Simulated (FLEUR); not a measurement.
# Si2Mo (I4/mmm) in FLEUR: convergence with k mesh

Aim: find how far k mesh must go before the results for Si2Mo settle, at PBEsol. This setting moves, with any that are tied to it; all else stays.

Everything below comes from runs of FLEUR MaX-R8.1 (later development tree). Logs are shortened: lines on timing, memory, paths and dates and some standing lists are left out, and cuts for length are marked.

## (1) Starting point

It takes space group I4/mmm (No. 139, tetragonal). The conventional cell has a = 3.200 Å, b = 3.200 Å, c = 7.861 Å, α = 90.00°, β = 90.00°, γ = 90.00°. Mo (site symmetry 4/mmm) has 10 Si at 2.62 Å as nearest neighbours. Si (site symmetry 4mm) has 5 Si at 2.61 to 2.63 Å and 5 Mo at 2.62 Å as nearest neighbours.

## (2) With k mesh 3 × 3 × 3

inp.xml

```xml
<?xml version="1.0" encoding="UTF-8" standalone="no"?>
<fleurInput fleurInputVersion="0.39">
   <comment>
      Si2Mo                                                                                               
   </comment>
   <calculationSetup>
      <cutoffs Kmax="4.34" Gmax="13.4" GmaxXC="13.4" numbands="0"/>
      <scfLoop itmax="60" minDistance="0.00001" maxIterBroyd="15" imix="Anderson" alpha="0.05" precondParam="0.0" spinf="2.0" sdNocoIR="T"/>
      <coreElectrons ctail="T" frcor="F" kcrel="0" coretail_lmax="0"/>
      <xcFunctional name="PBEs" relativisticCorrections="F"/>
      <magnetism jspins="1"/>
      <soc l_soc="F" theta="0.0" phi="0.0" spav="F"/>
      <expertModes spex="0" secvar="F"/>
      <geometryOptimization l_f="T" forcealpha="1.0" forcemix="BFGS" epsdisp="0.0005" epsforce="0.0002"/>
      <ldaU l_linMix="F" mixParam="0.05" spinf="1.0"/>
   </calculationSetup>
   <cell>
      <bzIntegration valenceElectrons="38.0" mode="hist" fermiSmearingEnergy="0.00183747">
         <kPointListSelection listName="default-1"/>
         <!-- k-points included here -->
         <xi:include xmlns:xi="http://www.w3.org/2001/XInclude" href="kpts.xml"> </xi:include>
      </bzIntegration>
      <!-- symmetry operations included here -->
      <xi:include xmlns:xi="http://www.w3.org/2001/XInclude" href="sym.xml"> </xi:include>
      <bulkLattice scale="1.0">
         <bravaisMatrix>
            <row-1>   -3.0235617993599999     3.0235617993599999     7.4275685327402989</row-1>
            <row-2>    3.0235617993599999    -3.0235617993599999     7.4275685327402989</row-2>
            <row-3>    3.0235617993599999     3.0235617993599999    -7.4275685327402989</row-3>
         </bravaisMatrix>
      </bulkLattice>
   </cell>
   <atomSpecies>
      <species name="Molybdenum (Mo)" element="Mo" atomicNumber="42">
         <mtSphere radius="2.27" gridPoints="757" logIncrement="0.017"/>
         <atomicCutoffs lmax="9" lnonsphr="9"/>
         <electronConfig flipSpins="F">
            <coreConfig>(1s1/2) (2s1/2) (2p1/2) (2p3/2) (3s1/2) (3p1/2) (3p3/2) (3d3/2) (3d5/2)</coreConfig>
            <valenceConfig>(4s1/2) (4p1/2) (4p3/2) (5s1/2) (4d3/2) (4d5/2)</valenceConfig>
            <stateOccupation state="(5s1/2)" spinUp="0.500000" spinDown="0.500000"/>
            <stateOccupation state="(4d3/2)" spinUp="1.000000" spinDown="1.000000"/>
            <stateOccupation state="(4d5/2)" spinUp="1.500000" spinDown="1.500000"/>
         </electronConfig>
         <energyParameters s="5" p="5" d="4" f="4"/>
         <lo type="SCLO" l="0" n="4" eDeriv="0"/>
         <lo type="SCLO" l="1" n="4" eDeriv="0"/>
         <lo type="SCLO" l="1" n="4" eDeriv="1"/>
         <lo type="SCLO" l="2" n="4" eDeriv="2"/>
         <lo type="SCLO" l="3" n="4" eDeriv="2"/>
      </species>
      <species name="Silicon (Si)" element="Si" atomicNumber="14">
         <mtSphere radius="2.26" gridPoints="757" logIncrement="0.015"/>
         <atomicCutoffs lmax="9" lnonsphr="9"/>
         <electronConfig flipSpins="F">
            <coreConfig>(1s1/2)</coreConfig>
            <valenceConfig>(2s1/2) (2p1/2) (2p3/2) (3s1/2) (3p1/2) (3p3/2)</valenceConfig>
            <stateOccupation state="(3p1/2)" spinUp="0.333333" spinDown="0.333333"/>
            <stateOccupation state="(3p3/2)" spinUp="0.666667" spinDown="0.666667"/>
         </electronConfig>
         <energyParameters s="3" p="3" d="3" f="4"/>
         <lo type="SCLO" l="0" n="2" eDeriv="0"/>
         <lo type="SCLO" l="1" n="2" eDeriv="0"/>
         <lo type="SCLO" l="2" n="3" eDeriv="2"/>
         <lo type="SCLO" l="3" n="4" eDeriv="2"/>
      </species>
   </atomSpecies>
   <atomGroups>
      <atomGroup species="Molybdenum (Mo)">
         <relPos label="                   1">.0000000000 .0000000000 .0000000000</relPos>
         <force calculate="T" relaxXYZ="TTT"/>
      </atomGroup>
      <atomGroup species="Silicon (Si)">
         <relPos label="                   2">-.3330000000 -.3330000000 .0000000000</relPos>
         <relPos label="                   3">.3330000000 .3330000000 .0000000000</relPos>
         <force calculate="T" relaxXYZ="TTT"/>
      </atomGroup>
   </atomGroups>
   <output dos="F" band="F" slice="F">
      <checks vchk="F" cdinf="F"/>
      <bandDOS minEnergy="-.5*Htr" maxEnergy="0.5*Htr" sigma="0.015" storeEVData="T"/>
      <vacuumDOS vacdos="F" integ="F" star="F" nstars="0" locx1="0.0" locy1="0.0" locx2="0.0" locy2="0.0" nstm="0" tworkf="0.0"/>
      <unfoldingBand unfoldBand="F" supercellX="1" supercellY="1" supercellZ="1"/>
      <plotting iplot="0" polar="F">
         <plot TwoD="T" vec1="  1.0  0.0  0.0" vec2="  0.0  1.0  0.0" vec3="  0.0  0.0  1.0" zero="  0.0  0.0  0.0" file="plot"/>
      </plotting>
      <chargeDensitySlicing numkpt="0" minEigenval="0.0" maxEigenval="0.0" nnne="0" pallst="F"/>
      <specialOutput eonly="F"/>
      <moessbauerParams electricFieldGradient="T" isomerShift="T" coreHyperfine="T" valenceHyperfine="T"/>
      <magneticCircularDichroism mcd="F" energyLo="-10.0" energyUp="0.0"/>
   </output>
  <!-- We include the file relax.xml here to enable relaxations (see documentation) -->
  <xi:include xmlns:xi="http://www.w3.org/2001/XInclude" href="relax.xml"> <xi:fallback/> </xi:include>
</fleurInput>
```

crystal.txt

```
Si2Mo
&input cartesian=F /
-1.6000000000  1.6000000000  3.9305000000
1.6000000000  -1.6000000000  3.9305000000
1.6000000000  1.6000000000  -3.9305000000
1.8897261246
1.0 1.0 1.0

3
42 0.0000000000  0.0000000000  0.0000000000
14 0.6670000000  0.6670000000  0.0000000000
14 0.3330000000  0.3330000000  0.0000000000

&kpt div1=3 div2=3 div3=3 gamma=T /
```

Potentials or basis: all-electron, FLAPW.

On the command line:

```console
> inpgen -f crystal.txt -profile fastHighL
> # inp.xml edited to the form shown
> fleur_MPI
```

It took 32 s on 1 thread of Arm Neoverse V1, shared host; peak memory 0.07 GiB.

What came out:

| Property | Result |
| --- | --- |
| Free energy | -125893.8613 eV |
| Largest force | 0.114 eV/Å |
| Band gap on the k mesh | none (metal or under the smearing width) |
| Valence electrons inside the program's atomic spheres | Mo 11.64; Si 10.52 (radii Mo 2.27, Si 2.26 bohr) |

## (3) With k mesh 5 × 5 × 5

inp.xml is that of step 2.

Changes to crystal.txt since step 2:

```diff
@@ -13,2 +13,2 @@
 
-&kpt div1=3 div2=3 div3=3 gamma=T /
+&kpt div1=5 div2=5 div3=5 gamma=T /
```

Potentials or basis: all-electron, FLAPW.

On the command line:

```console
> inpgen -f crystal.txt -profile fastHighL
> # inp.xml edited to the form shown
> fleur_MPI
```

It took 63 s on 1 thread of Arm Neoverse V1, shared host; peak memory 0.07 GiB.

Results:

```yaml
Free_energy: -125894.1509 eV
Largest_force: 0.284 eV/Å
Band_gap_on_the_k_mesh: none (metal or under the smearing width)
Valence_electrons_inside_the_program's_atomic_spheres: Mo 11.62; Si 10.52 (radii Mo 2.27, Si 2.26 bohr)
```

## (4) With k mesh 7 × 7 × 7

inp.xml is that of step 3.

Changes to crystal.txt since step 3:

```diff
@@ -13,2 +13,2 @@
 
-&kpt div1=5 div2=5 div3=5 gamma=T /
+&kpt div1=7 div2=7 div3=7 gamma=T /
```

On the command line:

```console
> inpgen -f crystal.txt -profile fastHighL
> # inp.xml edited to the form shown
> fleur_MPI
```

It took 2.1 min on 1 thread of Arm Neoverse V1, shared host; peak memory 0.07 GiB.

What came out:

```yaml
Free_energy: -125894.1623 eV
Largest_force: 0.345 eV/Å
Band_gap_on_the_k_mesh: none (metal or under the smearing width)
Valence_electrons_inside_the_program's_atomic_spheres: Mo 11.62; Si 10.52 (radii Mo 2.27, Si 2.26 bohr)
```

## (5) With k mesh 8 × 8 × 8

inp.xml is that of step 4.

Changes to crystal.txt since step 4:

```diff
@@ -13,2 +13,2 @@
 
-&kpt div1=7 div2=7 div3=7 gamma=T /
+&kpt div1=8 div2=8 div3=8 gamma=T /
```

On the command line:

```console
> inpgen -f crystal.txt -profile fastHighL
> # inp.xml edited to the form shown
> fleur_MPI
```

It took 3 min on 1 thread of Arm Neoverse V1, shared host; peak memory 0.07 GiB.

Results:

```
Free energy                                           : -125894.1616 eV
Largest force                                         : 0.357 eV/Å
Band gap on the k mesh                                : none (metal or under the smearing width)
Valence electrons inside the program's atomic spheres : Mo 11.62; Si 10.52 (radii Mo 2.27, Si 2.26 bohr)
```

## (6) With k mesh 10 × 10 × 10

inp.xml is that of step 5.

Changes to crystal.txt since step 5:

```diff
@@ -13,2 +13,2 @@
 
-&kpt div1=8 div2=8 div3=8 gamma=T /
+&kpt div1=10 div2=10 div3=10 gamma=T /
```

Potentials or basis: all-electron, FLAPW.

On the command line:

```console
> inpgen -f crystal.txt -profile fastHighL
> # inp.xml edited to the form shown
> fleur_MPI
```

Wall time 5 min (1 thread of Arm Neoverse V1, shared host); peak memory 0.08 GiB.

Results:

- Free energy: -125894.1587 eV
- Largest force: 0.339 eV/Å
- Band gap on the k mesh: none (metal or under the smearing width)
- Valence electrons inside the program's atomic spheres: Mo 11.62; Si 10.52 (radii Mo 2.27, Si 2.26 bohr)

## (7) With k mesh 12 × 12 × 12

inp.xml is that of step 6.

Changes to crystal.txt since step 6:

```diff
@@ -13,2 +13,2 @@
 
-&kpt div1=10 div2=10 div3=10 gamma=T /
+&kpt div1=12 div2=12 div3=12 gamma=T /
```

On the command line:

```console
> inpgen -f crystal.txt -profile fastHighL
> # inp.xml edited to the form shown
> fleur_MPI
```

Run time: 7.8 min. Hardware: 1 thread of Arm Neoverse V1, shared host; peak memory 0.09 GiB.

Results:

- Free energy: -125894.1598 eV
- Largest force: 0.322 eV/Å
- Band gap on the k mesh: none (metal or under the smearing width)
- Valence electrons inside the program's atomic spheres: Mo 11.62; Si 10.52 (radii Mo 2.27, Si 2.26 bohr)

## (8) With k mesh 15 × 15 × 15

inp.xml is that of step 7.

Changes to crystal.txt since step 7:

```diff
@@ -13,2 +13,2 @@
 
-&kpt div1=12 div2=12 div3=12 gamma=T /
+&kpt div1=15 div2=15 div3=15 gamma=T /
```

Potentials or basis: all-electron, FLAPW.

On the command line:

```console
> inpgen -f crystal.txt -profile fastHighL
> # inp.xml edited to the form shown
> fleur_MPI
```

The log of the run:

```text
Welcome to FLEUR        (www.flapw.de)
      MaX-Release 8.1          (www.max-centre.eu)

 ========== k-point set info ==========
 Selected k-point list: default-1
 k-point list type: mesh
 15 x 15 x 15
 Number of k points: 288

 ------------Calculation Setup---------------------------
 Number of MPI-tasks      :            1
 Number of PE/node        :            1
 Number of OMP-threads    :            1
 Most efficient MPI parallelization for:
           1           2           3           4           6           8           9          12          16          18          24          32          36          48          72          96         144         288
 Additional eigenvalue parallelization possible
 Number of basis functions:          489
 Approximate size of matrices (H+S) per k-point:         0.004 GB
 --------------------------------------------------------
 Iteration:     1   Distance:      13.17959066 me/bohr^3
 Iteration:     2   Distance:      11.25058439 me/bohr^3
 Iteration:     3   Distance:       5.57807481 me/bohr^3
 Iteration:     4   Distance:       5.30145266 me/bohr^3
 Iteration:     5   Distance:       1.98951998 me/bohr^3
 Iteration:     6   Distance:       0.41811916 me/bohr^3
 Iteration:     7   Distance:       0.67055145 me/bohr^3
 Iteration:     8   Distance:       0.06194778 me/bohr^3
 Iteration:     9   Distance:       0.10457491 me/bohr^3
 Iteration:    10   Distance:       0.01016009 me/bohr^3
 Iteration:    11   Distance:       0.00819865 me/bohr^3
 Iteration:    12   Distance:       0.00117198 me/bohr^3
 Iteration:    13   Distance:       0.00015979 me/bohr^3
 Iteration:    14   Distance:       0.00017522 me/bohr^3
 Iteration:    15   Distance:       0.00004623 me/bohr^3
 Iteration:    16   Distance:       0.00003720 me/bohr^3
 Iteration:    17   Distance:       0.00001256 me/bohr^3
 Iteration:    18   Distance:       0.00000238 me/bohr^3
 Reset of history

 ********************************************************************
 Run finished successfully
 Stop message:
   Structural relaxation: new displacements generated
 ********************************************************************
```

out.xml (last iteration):

```text
<iteration numberForCurrentRun="   19" overallNumber="   19">
         <energyParameters units="Htr">
            <atomicEP atomType="1" spin="1" branch="5s" branchLowest="-1.65" branchHighest="3.07" value="0.2542875815"/>
            <atomicEP atomType="1" spin="1" branch="5p" branchLowest="-0.63" branchHighest="3.83" value="0.3656319717"/>
            <atomicEP atomType="1" spin="1" branch="4d" branchLowest="-7.48" branchHighest="0.98" value="0.3937136478"/>
[... 119 lines left out ...]
         <totalForcesOnRepresentativeAtoms units="Htr/bohr">
            <forceTotal atomType="1" x="0.000000" y="0.000000" z="0.000000" F_x="0.00000000" F_y="0.00000000" F_z="0.00000000"/>
            <forceTotal atomType="2" x="0.000000" y="0.000000" z="-4.946761" F_x="0.00000000" F_y="0.00000000" F_z="-0.00634137"/>
         </totalForcesOnRepresentativeAtoms>
      </iteration>
```

It took 14 min on 1 thread of Arm Neoverse V1, shared host; peak memory 0.1 GiB.

Results:

| Quantity | Value |
| --- | --- |
| Free energy | -125894.1599 eV |
| Largest force | 0.326 eV/Å |
| Band gap on the k mesh | none (metal or under the smearing width) |
| Valence electrons inside the program's atomic spheres | Mo 11.62; Si 10.52 (radii Mo 2.27, Si 2.26 bohr) |

## (9) With k mesh 18 × 18 × 18

inp.xml is that of step 8.

Changes to crystal.txt since step 8:

```diff
@@ -13,2 +13,2 @@
 
-&kpt div1=15 div2=15 div3=15 gamma=T /
+&kpt div1=18 div2=18 div3=18 gamma=T /
```

Potentials or basis: all-electron, FLAPW.

On the command line:

```console
> inpgen -f crystal.txt -profile fastHighL
> # inp.xml edited to the form shown
> fleur_MPI
```

Wall time 18 min (1 thread of Arm Neoverse V1, shared host).

The calculation hadn't finished when its time ran out.

## (10) Result

```
      k mesh  energy less the tightest run, at zero smearing (meV/atom)  largest force (eV/Å)  SCF cycles  CPU time (s)  peak memory (GiB)
   3 × 3 × 3                                                     102.87                 0.114          20            32               0.07
   5 × 5 × 5                                                       3.14                 0.284          19            63               0.07
   7 × 7 × 7                                                      -0.84                 0.345          19           130               0.07
   8 × 8 × 8                                                      -0.68                 0.357          19           180               0.07
10 × 10 × 10                                                       0.56                 0.339          19           300               0.08
12 × 12 × 12                                                       0.02                 0.322          19           470               0.09
15 × 15 × 15                                                       0.00                 0.326          19           820                0.1
18 × 18 × 18                                     timed out after 1100 s                     -           -             -                  -
```

Against the tightest run, the energy stays within 1 meV/atom from 7 × 7 × 7 on; the largest force stays within 0.005 eV/Å from 12 × 12 × 12 on. Meshes of other sizes hit other points, so gaps and Fermi surfaces needn't settle smoothly. The tightest run that finished is the yardstick and may itself not be fully converged.
